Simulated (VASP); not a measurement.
# SnSe (Fm-3m) in VASP: Born charges and dielectric tensor with LDA

Aim: the Born charges and dielectric tensor of SnSe with LDA.

Everything below comes from runs of VASP 6.6.1. Logs are shortened: lines on timing, memory, paths and dates and some standing lists are left out, and cuts for length are marked.

## 1. The crystal as given

It takes space group Fm-3m (No. 225, cubic). Conventional cell: a = 5.901 Å, b = 5.901 Å, c = 5.901 Å, α = 90.00°, β = 90.00°, γ = 90.00°. Sn (site symmetry m-3m) is surrounded by 6 Se at 2.95 Å. Se (site symmetry m-3m) has 6 Sn at 2.95 Å as nearest neighbours.

Measurements of this composition are mostly on another form, of space group No. 62.

## 2. Born charges and dielectric tensor, LDA

File INCAR:

```
SYSTEM = SnSe
ALGO     = Fast           ! electronic algorithm
EDIFF    = 1E-8           ! SCF threshold, eV
ENCUT    = 600            ! plane-wave cutoff, eV
IBRION   = 8              ! ionic algorithm
ISIF     = 2              ! what is computed and relaxed
ISMEAR   = 0              ! smearing method
LASPH    = .TRUE.         ! aspherical terms in the spheres
LCHARG   = .FALSE.        ! write CHGCAR
LEPSILON = .TRUE.         ! dielectric tensor by DFPT
LREAL    = .FALSE.        ! projectors in reciprocal space
LWAVE    = .FALSE.        ! write WAVECAR
NELM     = 100            ! most SCF steps
NSW      = 1              ! ionic steps
PREC     = Accurate       ! precision mode
SIGMA    = 0.02           ! smearing width, eV
```

File KPOINTS:

```
k-points
0
G
  10 10 10
  0 0 0
```

File POSCAR:

```
SnSe
1.0
    0.0000000000      2.9505600000      2.9505600000
    2.9505600000      0.0000000000      2.9505600000
    2.9505600000      2.9505600000      0.0000000000
Sn Se
1 1
Direct
    0.0000000000      0.0000000000      0.0000000000
    0.5000000000      0.5000000000      0.5000000000
```

Potentials or basis: VASP PAW LDA potentials, release 64 (Sn, Se).

Command:

```console
cat potpaw_LDA.64/Sn/POTCAR potpaw_LDA.64/Se/POTCAR > POTCAR
mpirun -np 1 vasp_std > vasp.out
```

OUTCAR:

```text
SYSTEM = SnSe
   EDIFF = 1E-8
   ENCUT = 600
   IBRION = 8
   ISIF = 2
   ISMEAR = 0
   LASPH = .TRUE.
   LEPSILON = .TRUE.
   LREAL = .FALSE.
   NELM = 100
   NSW = 1
   PREC = Accurate

 ion  position               nearest neighbor table
   1  0.000  0.000  0.000-   2 2.95   2 2.95   2 2.95   2 2.95   2 2.95   2 2.95
   2  0.500  0.500  0.500-   1 2.95   1 2.95   1 2.95   1 2.95   1 2.95   1 2.95

  LATTYP: Found a face centered cubic cell.
 ALAT       =     5.9011200000

  Lattice vectors:

 A1 = (   0.0000000000,   2.9505600000,   2.9505600000)
 A2 = (   2.9505600000,   0.0000000000,   2.9505600000)
 A3 = (   2.9505600000,   2.9505600000,   0.0000000000)

Analysis of symmetry for initial positions (statically):
=====================================================================
 Subroutine PRICEL returns:
 Original cell was already a primitive cell.

 Routine SETGRP: Setting up the symmetry group for a
 face centered cubic supercell.

 Subroutine GETGRP returns: Found 48 space group operations
 (whereof 48 operations were pure point group operations)
 out of a pool of 48 trial point group operations.

The static configuration has the point symmetry O_h .

Analysis of symmetry for dynamics (positions and initial velocities):
=====================================================================
 Subroutine PRICEL returns:
 Original cell was already a primitive cell.

 Routine SETGRP: Setting up the symmetry group for a
 face centered cubic supercell.

 Subroutine GETGRP returns: Found 48 space group operations
 (whereof 48 operations were pure point group operations)
 out of a pool of 48 trial point group operations.

The dynamic configuration has the point symmetry O_h .

 Subroutine INISYM returns: Found 48 space group operations
 (whereof 48 operations are pure point group operations),
 and found     1 'primitive' translations

----------------------------------------------------------------------------------------

                                     Primitive cell

  volume of cell :      51.3740

  direct lattice vectors                    reciprocal lattice vectors
     0.000000000  2.950560000  2.950560000    -0.169459357  0.169459357  0.169459357
     2.950560000  0.000000000  2.950560000     0.169459357 -0.169459357  0.169459357
     2.950560000  2.950560000  0.000000000     0.169459357  0.169459357 -0.169459357

  length of vectors
     4.172721969  4.172721969  4.172721969     0.293512216  0.293512216  0.293512216

  position of ions in fractional coordinates (direct lattice)
     0.000000000  0.000000000  0.000000000
     0.500000000  0.500000000  0.500000000

  ion indices of the primitive-cell ions
   primitive index   ion index
                 1           1
                 2           2

----------------------------------------------------------------------------------------

 KPOINTS: k-points

Automatic generation of k-mesh.
 Grid dimensions read from file:
 generate k-points for:   10   10   10

 Generating k-lattice:

  Cartesian coordinates                     Fractional coordinates (reciprocal lattice)
[... 440 lines left out ...]
  ---------------------------------------------------
  free energy    TOTEN  =        -5.91317503 eV

  energy without entropy =       -5.91317503

------------------------ aborting loop because EDIFF is reached ----------------------------------------

--------------------------------------- Ionic step        2  -------------------------------------------

------------------------ aborting loop because EDIFF is reached ----------------------------------------

--------------------------------------- Ionic step        3  -------------------------------------------

------------------------ aborting loop because EDIFF is reached ----------------------------------------

 PIEZOELECTRIC TENSOR FIELD DIRECTION 3  (e Angst)
 -----------------------------------------------------------------------------
     0.03337  0.00000  0.00000           (  0.00000  0.00000  0.00000)
     0.00000  0.03337  0.00000           (  0.00000  0.00000  0.00000)
     0.00000 -0.00000 -0.02741           (  0.00000  0.00000  0.00002)

 PIEZOELECTRIC TENSOR FIELD DIRECTION 3  (C/m^2)
 -----------------------------------------------------------------------------
     0.01041  0.00000  0.00000
     0.00000  0.01041  0.00000
     0.00000 -0.00000 -0.00855

--------------------------------------- Ionic step        4  -------------------------------------------

------------------------ aborting loop because EDIFF is reached ----------------------------------------

[... ionic steps 5 to 6 ...]

--------------------------------------- Ionic step        7  -------------------------------------------

 Free energy of the ion-electron system (eV)
  ---------------------------------------------------
  ---------------------------------------------------
  free energy    TOTEN  =        -0.08376551 eV

  energy without entropy =       -0.08376551

------------------------ aborting loop because EDIFF is reached ----------------------------------------

 INTERNAL STRAIN TENSOR  FOR ION    2  DIRECTION 1   (eV/Angst):
 -----------------------------------------------------------------------------
     0.00098 -0.00000  0.00000
    -0.00000  0.00127 -0.00000
     0.00000 -0.00000  0.00127

 MACROSCOPIC STATIC DIELECTRIC TENSOR (including local field effects in DFT)
 ------------------------------------------------------
          41.250100    -0.000000    -0.000000
           0.000000    41.250100     0.000000
          -0.000000    -0.000000    41.250100
 ------------------------------------------------------

 PIEZOELECTRIC TENSOR (including local field effects)  for field in x, y, z        (e  Angst)
          XX          YY          ZZ          XY          YZ          ZX
  --------------------------------------------------------------------------------
  x     0.00000     0.00000     0.00000     0.00000     0.00000     0.00000
  y     0.00000     0.00000     0.00000     0.00000     0.00000     0.00000
  z     0.00000     0.00000     0.00000     0.00000     0.00000     0.00000

 PIEZOELECTRIC TENSOR (including local field effects)  for field in x, y, z        (C/m^2)
          XX          YY          ZZ          XY          YZ          ZX
  --------------------------------------------------------------------------------
  x     0.00000     0.00000     0.00000     0.00000     0.00000     0.00000
  y     0.00000     0.00000     0.00000     0.00000     0.00000     0.00000
  z     0.00000     0.00000     0.00000     0.00000     0.00000     0.00000

 BORN EFFECTIVE CHARGES (including local field effects) (in |e|, cummulative output)
 ---------------------------------------------------------------------------------
 ion    1
    1     5.93415     0.00000     0.00000
    2     0.00000     5.93415     0.00000
    3     0.00000     0.00000     5.93415
 ion    2
    1    -5.93415     0.00000     0.00000
    2     0.00000    -5.93415     0.00000
    3     0.00000     0.00000    -5.93415

 INTERNAL STRAIN TENSOR FOR ION    2 for displacements in x,y,z  (eV/Angst):
          X           Y           Z          XY          YZ          ZX
  --------------------------------------------------------------------------------
  x     0.00000     0.00000     0.00000     0.00000     0.00000     0.00000
  y     0.00000     0.00000     0.00000     0.00000     0.00000     0.00000
  z     0.00000     0.00000     0.00000     0.00000     0.00000     0.00000

 SECOND DERIVATIVES (NOT SYMMETRIZED)
 ------------------------------------
               1X          1Y          1Z          2X          2Y          2Z
  1X    -0.423829    0.000000    0.000000    0.423829    0.000000    0.000000
  1Y     0.000000   -0.423829    0.000000    0.000000    0.423829    0.000000
  1Z     0.000000    0.000000   -0.423829    0.000000    0.000000    0.423829
  2X     0.422754    0.000000    0.000000   -0.422754    0.000000    0.000000
  2Y     0.000000    0.422754    0.000000    0.000000   -0.422754    0.000000
  2Z     0.000000    0.000000    0.422754    0.000000    0.000000   -0.422754

 Eigenvectors and eigenvalues of the dynamical matrix
 ----------------------------------------------------

   1 f  =    1.476856 THz     9.279360 2PiTHz   49.262614 cm-1     6.107783 meV
             X         Y         Z           dx          dy          dz
      0.000000  0.000000  0.000000     0.632505    0.000000    0.000000
      2.950560  2.950560  2.950560    -0.774556   -0.000000    0.000000
[... 21 lines left out ...]
   6 f/i=    0.000919 THz     0.005773 2PiTHz    0.030645 cm-1     0.003800 meV
             X         Y         Z           dx          dy          dz
      0.000000  0.000000  0.000000    -0.694069   -0.340028    0.050850
      2.950560  2.950560  2.950560    -0.566780   -0.277669    0.041524

--------------------------------------------------------------------------------------------------------

 MACROSCOPIC STATIC DIELECTRIC TENSOR IONIC CONTRIBUTION
 ------------------------------------------------------
         293.022280     0.000000     0.000000
           0.000000   293.022280     0.000000
           0.000000     0.000000   293.022280
 ------------------------------------------------------

 ELASTIC MODULI CONTR FROM IONIC RELAXATION (kBar)
 Direction    XX          YY          ZZ          XY          YZ          ZX
 --------------------------------------------------------------------------------
 XX           0.0000      0.0000      0.0000      0.0000      0.0000      0.0000
 YY           0.0000      0.0000      0.0000      0.0000      0.0000      0.0000
 ZZ           0.0000      0.0000      0.0000      0.0000      0.0000      0.0000
 XY           0.0000      0.0000      0.0000      0.0000      0.0000      0.0000
 YZ           0.0000      0.0000      0.0000      0.0000      0.0000      0.0000
 ZX           0.0000      0.0000      0.0000      0.0000      0.0000      0.0000
 --------------------------------------------------------------------------------

 PIEZOELECTRIC TENSOR IONIC CONTR  for field in x, y, z        (C/m^2)
          XX          YY          ZZ          XY          YZ          ZX
  --------------------------------------------------------------------------------
  x     0.00000     0.00000     0.00000     0.00000     0.00000     0.00000
  y     0.00000     0.00000     0.00000     0.00000     0.00000     0.00000
  z     0.00000     0.00000     0.00000     0.00000     0.00000     0.00000
```

It took 4.5 min on 1 thread of Intel Xeon Platinum 8559C (Emerald Rapids), shared host; peak memory 0.34 GiB.

Results:

```
Band gap on the k mesh                                  : 0.43 eV, indirect (least direct gap 0.57 eV)
Electronic dielectric tensor (diagonal)                 : 41.25
Born charges (mean of the diagonal)                     : Sn +5.93; Se -5.93 e
Highest phonon frequency at Γ, LO-TO splitting left out : 49 cm⁻¹
```

Phonon frequencies in cm⁻¹ (negative: imaginary):
| q point | frequencies |
| --- | --- |
| (0.000, 0.000, 0.000) | 0 0 0 49 49 49 |

Electronic dielectric tensor:
```
41.25  0.00  0.00
 0.00 41.25  0.00
 0.00  0.00 41.25
```

Born effective charge tensors (e):
atom 1, Sn
```
5.93 0.00 0.00
0.00 5.93 0.00
0.00 0.00 5.93
```
atom 2, Se
```
-5.93  0.00  0.00
 0.00 -5.93  0.00
 0.00  0.00 -5.93
```

Caveat: the gap is small at this level, which inflates the dielectric constant; spin-orbit coupling is left out, which moves the levels of the heavy elements. A k mesh can miss the band edges.
